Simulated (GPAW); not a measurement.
# Mg5Ge (F-43m) in GPAW: equation of state with LDA

Aim: the equation of state of Mg5Ge with LDA.

All numbers are computed with GPAW 26.7.0; they aren't measurements. Logs are shortened: lines on timing, memory, paths and dates and some standing lists are left out, and cuts for length are marked. The log counts tension as positive stress, the text compression.

**1. The crystal as given**

The structure is cubic, space group F-43m (No. 216). The conventional cell has a = 8.194 Å, b = 8.194 Å, c = 8.194 Å, α = 90.00°, β = 90.00°, γ = 90.00°. Around Ge (site symmetry -43m) lie 16 Mg at 3.40 to 3.55 Å. Mg (site symmetry 3m) has 6 Mg at 2.89 to 2.90 Å as nearest neighbours. Mg (site symmetry -43m) has 12 Mg at 3.40 Å and 4 Ge at 3.55 Å as nearest neighbours.

The cell comes from a database or a generator and needn't be the stable form of this composition.

**2. Equation of state, LDA**

run.py

```python
from ase import Atoms
from ase.eos import EquationOfState
from ase.io import Trajectory
from ase.units import GPa
from gpaw import GPAW, PW

atoms = Atoms(['Ge', 'Mg', 'Mg', 'Mg', 'Mg', 'Mg'],
              cell=[[0.0, 4.096763, 4.096763],
                    [4.096763, 0.0, 4.096763],
                    [4.096763, 4.096763, 0.0]],
              scaled_positions=[[0.0, 0.0, 0.0],
                                [0.625165, 0.124505, 0.625165],
                                [0.625165, 0.625165, 0.124505],
                                [0.625165, 0.625165, 0.625165],
                                [0.124505, 0.625165, 0.625165],
                                [0.25, 0.25, 0.25]],
              pbc=True)

traj = Trajectory('eos.traj', 'w')
volumes, energies = [], []
for x in [0.94, 0.96, 0.98, 1.0, 1.02, 1.04, 1.06]:
    a = atoms.copy()
    a.set_cell(atoms.cell * x**(1 / 3), scale_atoms=True)
    calc = GPAW(mode=PW(800),
                xc='LDA',
                kpts={'size': (5, 5, 5), 'gamma': True},
                occupations={'name': 'fermi-dirac', 'width': 0.05},
                nbands=44,
                convergence={'density': 1e-05, 'energy': 1e-05},
                maxiter=150,
                txt=f'eos-{x:.2f}.txt')
    a.calc = calc
    energies.append(a.get_potential_energy(force_consistent=True))
    volumes.append(a.get_volume())
    p = -a.get_stress()[:3].mean() / GPa
    calc.write(f'eos-{x:.2f}.gpw')
    traj.write(a)
    print(f'{x:.2f} {volumes[-1]:10.4f} A^3 {energies[-1]:14.6f} eV {p:9.3f} GPa', flush=True)

v0, e0, B = EquationOfState(volumes, energies, eos='birchmurnaghan').fit()
print(f'V0 = {v0:.4f} A^3, E0 = {e0:.6f} eV, B0 = {B / GPa:.2f} GPa')
```

Potentials or basis: the program's PAW data sets (release 1.2.1) made for this functional, pw.

The run is started by

```console
$ OMP_NUM_THREADS=1 python run.py
```

The log of the run:

```text
__  _  _
 | _ |_)|_||  |
 |__||  | ||/\| - 26.7.0

Input parameters:
  mode=PW(ecut=800.0),
  convergence={'density': 1e-05, 'energy': 1e-05},
  kpts=MonkhorstPack(size=(5, 5, 5), gamma=True),
  maxiter=150,
  nbands=44,
  occupations=Occupations(name='fermi-dirac', width=0.05),
  xc=XC(name='LDA')

Diagonalizing LCAO Hamiltonian
Converting LCAO to pw mode

                       Mg
                 Mg
                  Mg

                     Mg
             Mg

       Ge

Atoms  # Å, Bohr magnetons
|   | symbol |        x |        y |        z |    initial magnetic moments |
|---|--------|----------|----------|----------|-----------------------------|
| 0 |     Ge | 0.000000 | 0.000000 | 0.000000 | ( 0.0000,  0.0000,  0.0000) |
| 1 |     Mg | 3.029712 | 5.053077 | 3.029712 | ( 0.0000,  0.0000,  0.0000) |
| 2 |     Mg | 3.029712 | 3.029712 | 5.053077 | ( 0.0000,  0.0000,  0.0000) |
| 3 |     Mg | 5.053077 | 5.053077 | 5.053077 | ( 0.0000,  0.0000,  0.0000) |
| 4 |     Mg | 5.053077 | 3.029712 | 3.029712 | ( 0.0000,  0.0000,  0.0000) |
| 5 |     Mg | 2.020697 | 2.020697 | 2.020697 | ( 0.0000,  0.0000,  0.0000) |

Unit cell  # Å
| periodic |        x |        y |        z |  lengths |    angles |
|----------|----------|----------|----------|----------|-----------|
|      yes | 0.000000 | 4.041395 | 4.041395 | 5.715395 | 60.000000 |
|      yes | 4.041395 | 0.000000 | 4.041395 | 5.715395 | 60.000000 |
|      yes | 4.041395 | 4.041395 | 0.000000 | 5.715395 | 60.000000 |

Number of symmetries: 24
Symmetry operations  # r_c * U_cc + t_c -> r_c
|    | kind |            matrix            |
|----|------|------------------------------|
|  0 |  E   |  1, 0, 0,  0, 1, 0,  0, 0, 1 |
|  1 |  σ   |  1, 0, 0,  0, 0, 1,  0, 1, 0 |
|  2 |  σ   |  1, 0,-1,  0, 1,-1,  0, 0,-1 |
|  3 |  C3  |  1, 0,-1,  0, 0,-1,  0, 1,-1 |
|  4 |  C3  |  1,-1, 0,  0,-1, 1,  0,-1, 0 |
|  5 |  σ   |  1,-1, 0,  0,-1, 0,  0,-1, 1 |
|  6 |  σ   |  0, 1, 0,  1, 0, 0,  0, 0, 1 |
|  7 |  C3  |  0, 1, 0,  0, 0, 1,  1, 0, 0 |
|  8 |  C2  |  0, 1,-1,  1, 0,-1,  0, 0,-1 |
|  9 |  S4  |  0, 1,-1,  0, 0,-1,  1, 0,-1 |
| 10 |  C3  |  0, 0, 1,  1, 0, 0,  0, 1, 0 |
| 11 |  σ   |  0, 0, 1,  0, 1, 0,  1, 0, 0 |
| 12 |  S4  |  0, 0,-1,  1, 0,-1,  0, 1,-1 |
| 13 |  C3  |  0, 0,-1,  0, 1,-1,  1, 0,-1 |
| 14 |  S4  |  0,-1, 1,  1,-1, 0,  0,-1, 0 |
| 15 |  C2  |  0,-1, 1,  0,-1, 0,  1,-1, 0 |
| 16 |  C3  |  0,-1, 0,  1,-1, 0,  0,-1, 1 |
| 17 |  S4  |  0,-1, 0,  0,-1, 1,  1,-1, 0 |
| 18 |  S4  | -1, 1, 0, -1, 0, 1, -1, 0, 0 |
| 19 |  C3  | -1, 1, 0, -1, 0, 0, -1, 0, 1 |
| 20 |  C3  | -1, 0, 1, -1, 1, 0, -1, 0, 0 |
| 21 |  S4  | -1, 0, 1, -1, 0, 0, -1, 1, 0 |
| 22 |  σ   | -1, 0, 0, -1, 1, 0, -1, 0, 1 |
| 23 |  C2  | -1, 0, 0, -1, 0, 1, -1, 1, 0 |

BZ-sampling:
  Number of BZ points: 125
  Number of IBZ points: 10

  Monkhorst-Pack size: [5, 5, 5]
  Monkhorst-Pack shift: [0, 0, 0]

K-points  # in reciprocal-cell coordinates
|   |                                coordinates |     weight |
|---|--------------------------------------------|------------|
| 0 | (  0.00000000,   0.00000000,   0.00000000) | 0.00800000 |
| 1 | (  0.20000000,   0.20000000,   0.00000000) | 0.04800000 |
| 2 | (  0.20000000,   0.20000000,   0.20000000) | 0.06400000 |
| 3 | (  0.40000000,   0.20000000,  -0.20000000) | 0.19200000 |
| 4 | (  0.40000000,   0.20000000,   0.20000000) | 0.09600000 |
| 5 | (  0.40000000,   0.40000000,  -0.40000000) | 0.19200000 |
| 6 | (  0.40000000,   0.40000000,  -0.20000000) | 0.09600000 |
| 7 | (  0.40000000,   0.40000000,   0.00000000) | 0.04800000 |
| 8 | (  0.40000000,   0.40000000,   0.20000000) | 0.19200000 |
| 9 | (  0.40000000,   0.40000000,   0.40000000) | 0.06400000 |

Plane wave coefficients: 6855
Cutoff: 800.0 eV

Spin-components: 1 (collinear spins)
Bands:           44
Projectors:      30
Spin-degeneracy: 2
Datatype:        complex128

Parallelization:
  kpt:    1
  domain: 1
  band:   1

Density:
  Valence electrons: 54.0
  Components: 1
  Grid points: [40 40 40]
  Charge: 0.0  # |e|

Potential:
  Grid points: [40 40 40]

species:
  Ge:
    name:    Germanium
    Z:       32.0
    valence: 4
    core:    28
    charge:  0.0  # [|e|]
    compensation charges:
      type: gauss
      rc: 0.32  # [Å]
      lmax: 2
    cutoffs:
      filter: 1.77  # [Å]
      core: 3.42  # [Å]
    projectors
    | kind |    occ | energy [eV] | rcut [Å] |
    |------|--------|-------------|----------|
    |   4s |  2.000 |     -11.940 |    1.005 |
    |   4p |  2.000 |      -4.047 |    1.005 |
    |    s |        |      15.272 |    1.005 |
    |    p |        |      23.164 |    1.005 |
    |    d |        |       0.000 |    1.005 |

    Using partial waves for Ge as LCAO basis

  Mg:
    name:    Magnesium
    Z:       12.0
    valence: 10
    core:    2
    charge:  0.0  # [|e|]
    compensation charges:
      type: gauss
      rc: 0.33  # [Å]
      lmax: 2
    cutoffs:
      filter: 1.86  # [Å]
      core: 0.54  # [Å]
    projectors
    | kind |    occ | energy [eV] | rcut [Å] |
    |------|--------|-------------|----------|
    |   2s |  2.000 |     -79.291 |    1.090 |
    |   3s |  2.000 |      -4.782 |    1.090 |
    |   2p |  6.000 |     -46.725 |    1.085 |
    |   3p |  0.000 |      -1.374 |    1.085 |
    |    d |        |       0.000 |    1.037 |

    Using partial waves for Mg as LCAO basis

Reference energy: -84153.967798  # eV

eigensolver:
  PPCG
  Converge bands: occupied
  niter=2

density mixing:
  MSR1-Mixer
  Pratt-step length: 0.05
  Maximum mixing coefficient: 0.75
  Old densities: 10
  SVD Regularization: 0.005
  Good broyden scale: 1.0
  Trust region scale: 1.0
  Backstep threshold: 4.0
  History deletion threshold: 6.0
  Fourier metric: weight=20.0, sigma=0.015

occupation numbers:
  Fermi-Dirac:
    width: 0.0500  # eV

poisson solver:
  ecut: 6400.0  # eV

xc functional:
  name: None

convergence criteria:
- Maximum integral of absolute [dens]ity change: 1e-05 electrons / valence electron
- Maximum [total energy] change in last 3 cyles: 1e-05 eV / valence electron
- Maximum integral of absolute [eigenst]ate change: 4e-08 eV^2 / valence electron
maximum number of iterations: 150

SCF iterations
|iter     | |      energy | eigst |  dens |
|---------|-|-------------|-------|-------|
|iter:   1| |  -14.034807 | +0.25 |       |
|iter:   2| |  -14.052182 | -2.04 | -1.51 |
|iter:   3| |  -14.326673 | -2.19 | -1.53 |
|iter:   4| |  -13.950527 | -2.39 | -1.56 |
|iter:   5| |  -13.939145 | -3.35 | -2.02 |
|iter:   6| |  -13.939035 | -4.48 | -2.49 |
|iter:   7| |  -13.939012c| -5.68 | -3.14 |
|iter:   8| |  -13.939019c| -6.68 | -3.70 |
|iter:   9| |  -13.939019c| -7.87c| -4.36 |
|iter:  10| |  -13.939019c| -8.68c| -5.26c|

Converged in 10 steps
Energy contributions relative to reference atoms: (reference = -84153.967798)

Energy contributions:
  Kinetic:          -3.487325
  Coulomb:          10.370359
  Zero:             -0.397638
  External:          0.000000
  Xc:              -20.411996
  Entropy:          -0.024836
  Spinorbit:         0.000000
  ----------------------------
  Free energy:     -13.951437
  Extrapolated:    -13.939019

dipole moment: (-32.647507, -32.647507, -32.647507)  # |e|*Ang

Fermi level: 3.940
Eigenvalues  # (at kpt = [0.000, 0.000, 0.000])
| band index |      eig [eV] | occ [0-2] |
|------------|---------------|-----------|
|          0 |       -71.643 |     2.000 |
|        ... |               |           |
|         21 |        -0.442 |     2.000 |
|         22 |         2.392 |     2.000 |
|         23 |         2.392 |     2.000 |
|         24 |         2.392 |     2.000 |
|         25 |         2.740 |     2.000 |
|         26 |         3.735 |     1.968 |
[... 8 lines left out ...]
|         35 |        11.827 |     0.000 |
|         36 |        11.827 |     0.000 |
|        ... |               |           |
|         43 |        15.272 |     0.000 |

No gap
No difference between direct/indirect transitions

Stress tensor  # eV/Ang^3
|         x |         y |         z |
|-----------|-----------|-----------|
|  0.006409 | -0.000000 |  0.000000 |
| -0.000000 |  0.006409 | -0.000000 |
|  0.000000 | -0.000000 |  0.006409 |

# Writing to eos-0.96.gpw (mode='')
```

Run time: 4.2 min. Hardware: 1 thread of Intel Xeon 6975P-C (Granite Rapids), shared host; peak memory 0.54 GiB.

Results:

```
Equilibrium volume                        : 21.44 Å³/atom (rough: see the caveat)
Bulk modulus at fixed shape and positions : 41 GPa (rough)
```

Energy against volume, from the lowest point:
```
volume (Å³/atom)  energy (meV/atom)
          21.544               0.00
          22.003               1.78
          22.461               5.78
          22.919              11.79
          23.378              19.61
          23.836              29.06
          24.294              39.96
```

Caveat: the minimum lies outside the volumes run; the cell was scaled at fixed shape and fractional positions, which overstates the stiffness of a crystal with free parameters, most of all of layers and chains.
